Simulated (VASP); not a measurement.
Output of a VASP run:

**OUTCAR**
```
 ion  position               nearest neighbor table
   1  0.000  0.000  0.000-
   2  0.500  0.500  0.500-   3 3.05   4 3.05   5 3.05   5 3.05   3 3.05   4 3.05
   3  0.500  0.000  0.500-   2 3.05   2 3.05
   4  0.000  0.500  0.500-   2 3.05   2 3.05
   5  0.500  0.500  0.000-   2 3.05   2 3.05
  LATTYP: Found a simple cubic cell.
 ALAT       =     6.1085570688
 Subroutine PRICEL returns:
 Original cell was already a primitive cell.
 Subroutine GETGRP returns: Found 48 space group operations
The static configuration has the point symmetry O_h .
The dynamic configuration has the point symmetry O_h .
 Subroutine INISYM returns: Found 48 space group operations
 Subroutine IBZKPT returns following result:
 Found     10 irreducible k-points:

 Following reciprocal coordinates:
            Coordinates               Weight
  0.000000  0.000000  0.000000      1.000000
  0.250000  0.000000  0.000000      6.000000
  0.500000  0.000000  0.000000      3.000000
  0.250000  0.250000  0.000000     12.000000
  0.500000  0.250000  0.000000     12.000000
  0.500000  0.500000  0.000000      3.000000
  0.250000  0.250000  0.250000      8.000000
  0.500000  0.250000  0.250000     12.000000
  0.500000  0.500000  0.250000      6.000000
  0.500000  0.500000  0.500000      1.000000
   k-points           NKPTS =     10   k-points in BZ     NKDIM =     10   number of bands    NBANDS=     26
   number of dos      NEDOS =    301   number of ions     NIONS =      5
   total plane-waves  NPLWV = 110592
   dimension x,y,z NGX =    48 NGY =   48 NGZ =   48
   dimension x,y,z NGXF=    96 NGYF=   96 NGZF=   96
   ions per type =               1   1   3
   PREC   = accura    normal or accurate (medium, high low for compatibility)
   ISTART =      0    job   : 0-new  1-cont  2-samecut
   ICHARG =      2    charge: 1-file 2-atom 10-const
   ISPIN  =      1    spin polarized calculation?
   LNONCOLLINEAR =      F non collinear calculations
   LSORBIT =      F    spin-orbit coupling
   INIWAV =      1    electr: 0-lowe 1-rand  2-diag
   ENCUT  =  520.0 eV  38.22 Ry    6.18 a.u.  11.36 11.36 11.36*2*pi/ulx,y,z
   NELM   =    100;   NELMIN=  2; NELMDL= -5     # of ELM steps
   EDIFF  = 0.1E-05   stopping-criterion for ELM
   LREAL  =      F    real-space projection
   NLSPLINE    = F    spline interpolate recip. space projectors
   LMAXMIX     =    4 max onsite mixed and CHGCAR
   VOSKOWN=      0    Vosko Wilk Nusair interpolation
   EDIFFG = -.2E-01   stopping-criterion for IOM
   NSW    =     60    number of steps for IOM
   NBLOCK =      1;   KBLOCK =     60    inner block; outer block
   IBRION =      2    ionic relax: 0-MD 1-quasi-New 2-CG
   NFREE  =      1    steps in history (QN), initial steepest desc. (CG)
   ISIF   =      3    stress and relaxation
   ISYM   =      2    0-nonsym 1-usesym 2-fastsym
   TEIN   =    0.0    initial temperature
   TEBEG  =    0.0;   TEEND  =   0.0 temperature during run
   SMASS  =  -3.00    Nose mass-parameter (am)
   PSTRESS=    0.0 pullay stress
   NELECT =      44.0000    total number of electrons
   EFERMI =   0.00;   METHOD = LEGACY
   ISMEAR =     0;   SIGMA  =   0.05  broadening in eV -4-tet -1-fermi 0-gaus
   IALGO  =     38    algorithm
   LDIAG  =      T    sub-space diagonalisation (order eigenvalues)
   IMIX   =      4    mixing-type and parameters
     AMIX     =   0.40;   BMIX     =  1.00
     AMIX_MAG =   1.60;   BMIX_MAG =  1.00
     AMIN     =   0.10
   GGA     = CA    functional components
   VOSKOWN =     0    Vosko Wilk Nusair interpolation
   LHFCALC =     F    Hartree Fock is set to
   LHFONE  =     F    Hartree Fock one center treatment
   AEXX    =    0.0000 exact exchange contribution
   IVDW    =     0    specifies the selected vdW correction
   LEPSILON=     F    determine dielectric tensor
   LRPA    =     F    only Hartree local field effects (RPA)
  energy-cutoff  :      520.00
  volume of cell :      227.94
      direct lattice vectors                 reciprocal lattice vectors
...
```

### OSZICAR
```
       N       E                     dE             d eps       ncg     rms          rms(c)
DAV:   1     0.374704106410E+03    0.37470E+03   -0.18056E+04   520   0.147E+03
DAV:   2     0.266829187120E+02   -0.34802E+03   -0.34000E+03   656   0.318E+02
DAV:   3    -0.143614317031E+02   -0.41044E+02   -0.40501E+02   606   0.118E+02
DAV:   4    -0.162240137234E+02   -0.18626E+01   -0.18598E+01   768   0.324E+01
DAV:   5    -0.162613820260E+02   -0.37368E-01   -0.37357E-01   672   0.325E+00    0.417E+00
DAV:   6    -0.160214539702E+02    0.23993E+00   -0.42569E-01   756   0.469E+00    0.281E+00
DAV:   7    -0.159828030943E+02    0.38651E-01   -0.28476E-01   716   0.280E+00    0.911E-01
DAV:   8    -0.159811201733E+02    0.16829E-02   -0.38589E-02   630   0.163E+00    0.233E-01
DAV:   9    -0.159810344501E+02    0.85723E-04   -0.38947E-03   764   0.561E-01    0.743E-02
DAV:  10    -0.159809070743E+02    0.12738E-03   -0.48367E-04   656   0.181E-01    0.317E-02
DAV:  11    -0.159809092127E+02   -0.21383E-05   -0.15719E-04   748   0.855E-02    0.349E-02
DAV:  12    -0.159809065286E+02    0.26840E-05   -0.12540E-05   620   0.183E-02    0.203E-02
DAV:  13    -0.159809059878E+02    0.54086E-06   -0.12293E-06   466   0.856E-03
   1 F= -.15980906E+02 E0= -.15980906E+02  d E =-.159809E+02
       N       E                     dE             d eps       ncg     rms          rms(c)
DAV:   1    -0.161385501263E+02   -0.15764E+00   -0.40905E+00   670   0.213E+01    0.199E+00
DAV:   2    -0.160166533774E+02    0.12190E+00   -0.24503E-01   650   0.519E+00    0.766E-01
DAV:   3    -0.159905733457E+02    0.26080E-01   -0.99608E-02   660   0.291E+00    0.312E-01
DAV:   4    -0.159902964294E+02    0.27692E-03   -0.18128E-03   590   0.289E-01    0.247E-01
DAV:   5    -0.159900335833E+02    0.26285E-03   -0.90487E-04   666   0.235E-01    0.510E-02
DAV:   6    -0.159900205081E+02    0.13075E-04   -0.11813E-04   682   0.112E-01    0.849E-03
DAV:   7    -0.159900198420E+02    0.66602E-06   -0.57086E-06   608   0.174E-02
   2 F= -.15990020E+02 E0= -.15990020E+02  d E =-.911385E-02
```

### OUTCAR
```
------------------------ aborting loop because EDIFF is reached ----------------------------------------
  FORCE on cell =-STRESS in cart. coord.  units (eV):
  Direction    XX          YY          ZZ          XY          YZ          ZX
  --------------------------------------------------------------------------------------
  Total        0.0841825      0.0841825      0.0841825      0.0000000      0.0000000      0.0000000
  in kB        0.5790076      0.5790076      0.5790076      0.0000000      0.0000000      0.0000000
  external PRESSURE =       0.5790076 kB  Pullay stress =       0.0000000 kB
  volume of cell :      232.94
      direct lattice vectors                 reciprocal lattice vectors
     6.152939757  0.000000000  0.000000000     0.162523938 -0.000000000  0.000000000
     0.000000000  6.152939757  0.000000000    -0.000000000  0.162523938  0.000000000
    -0.000000000 -0.000000000  6.152939757    -0.000000000 -0.000000000  0.162523938
 POSITION                                       TOTAL-FORCE (eV/Angst)
 -----------------------------------------------------------------------------------
      0.00000      0.00000      0.00000         0.000000      0.000000      0.000000
      3.07647      3.07647      3.07647        -0.000000     -0.000000      0.000000
      3.07647      0.00000      3.07647         0.000000      0.000000      0.000000
     -0.00000      3.07647      3.07647         0.000000      0.000000      0.000000
      3.07647      3.07647      0.00000         0.000000      0.000000      0.000000
 -----------------------------------------------------------------------------------
    total drift:                                0.000000     -0.000000     -0.000000
  FREE ENERGIE OF THE ION-ELECTRON SYSTEM (eV)
  ---------------------------------------------------
  free  energy   TOTEN  =       -15.9900198420 eV

  energy  without entropy=      -15.9900198420  energy(sigma->0) =      -15.99001984

 reached required accuracy - stopping structural energy minimisation
```
(Selected blocks of OUTCAR.)

POSCAR:
```
CsPbI3
1
    6.1085570688     0.0000000000    -0.0000000000
   -0.0000000000     6.1085570688    -0.0000000000
   -0.0000000000     0.0000000000     6.1085570688
Cs Pb I
1 1 3
Direct
  0.0000000000   0.0000000000   0.0000000000
  0.5000000000   0.5000000000   0.5000000000
  0.5000000000   0.0000000000   0.5000000000
  0.0000000000   0.5000000000   0.5000000000
  0.5000000000   0.5000000000   0.0000000000
```

Question: Write an INCAR and KPOINTS that could have produced this output.

Answer: Several could match; the one computed here: the input of the run itself, LDA (Ceperley-Alder, Perdew-Zunger), plane waves, VASP's LDA PAW potentials (set 64).

### INCAR
```
# general
SYSTEM   =  CsPbI3
PREC     =  Accurate
ENCUT    =  520   # plane-wave cut-off (eV)
LREAL    =  F
LASPH    =  T   # aspherical one-centre terms

# electronic loop
EDIFF    =  1E-6
NELM     =  100   # most electronic steps
ALGO     =  Normal
LMAXMIX  =  4   # l cut-off of mixed one-centre charges

# smearing
ISMEAR   =  0   # Gaussian
SIGMA    =  0.05   # width (eV)

# ions
IBRION   =  2
NSW      =  60   # most ionic steps
ISIF     =  3   # ions, shape and volume
EDIFFG   =  -0.02

# output
LWAVE    =  F
LCHARG   =  F
```

### KPOINTS
```
Automatic mesh
0
Gamma
4 4 4
0 0 0
```

POTCAR, in this order: Cs_sv Pb_d I (LDA.64 set). Program: vasp_std.

Energy and stress use the plane-wave basis of the starting cell.

The compound is CsPbI3 in the cubic perovskite structure, the ideal cubic form; the compound distorts at low or room temperature. This run relaxes it. Symmetry was kept, so distortions that lower it aren't found. The start is the result of an earlier pass.
